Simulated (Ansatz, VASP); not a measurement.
**One calculation of Pt, two programs**

File INCAR:

```
SYSTEM = Pt
ALGO = Normal
EDIFF = 1E-7
ENCUT = 520
GGA = PE
ISIF = 2
ISMEAR = 1
LASPH = .True.
LCHARG = .False.
LREAL = .False.
LWAVE = .False.
NBANDS = 11
NELM = 60
PREC = Accurate
SIGMA = 0.05
```

The input KPOINTS:

```
k-points
0
Gamma
  13 13 13
  0 0 0
```

The input POSCAR:

```
Pt
1.0
    0.0000000000      2.0056264069      2.0056264069
    2.0056264069      0.0000000000      2.0056264069
    2.0056264069      2.0056264069      0.0000000000
Pt
1
Direct
    0.0000000000      0.0000000000      0.0000000000
```

Input for Ansatz:

```yaml
crystal:
  lattice:
    - [0.0, 2.005626406878149, 2.005626406878149]
    - [2.005626406878149, 0.0, 2.005626406878149]
    - [2.005626406878149, 2.005626406878149, 0.0]
  atoms:
    - { symbol: Pt, position: [0.0, 0.0, 0.0] }
basis:
  ecutwfc: 500.0
kpoints:
  mp_grid:
    grid: [13, 13, 13]
hamiltonian:
  xc: pbe
  pseudopotentials:
    kind: paw
scf:
  convergence:
    dr2_threshold: 1.0e-10
  occupations:
    method: methfessel_paxton
    width: 0.05
output:
  stress: true
```

Alike in both runs: task single point; functional PBE; k mesh 13 × 13 × 13; occupations methfessel-paxton of order 1, width 0.05 eV; no spin polarisation.

|  | VASP | Ansatz |
| --- | --- | --- |
| version | VASP 6.6.1 | Ansatz 0.2.0 |
| potentials or method | VASP PAW PBE potentials, release 64 (Pt) | plane waves, PAW |
| plane-wave cutoff (eV) | 520 | 500 |
| valence electrons in the cell | 10 | 18 |

Ansatz gave:

- pressure (GPa): -7.3

Task: Estimate VASP's values.

Result: Pressure (GPa): -7.7.

The two sets of potentials don't hold the same shells in valence.

Spin-orbit coupling is left out, which matters for the levels of Pt.
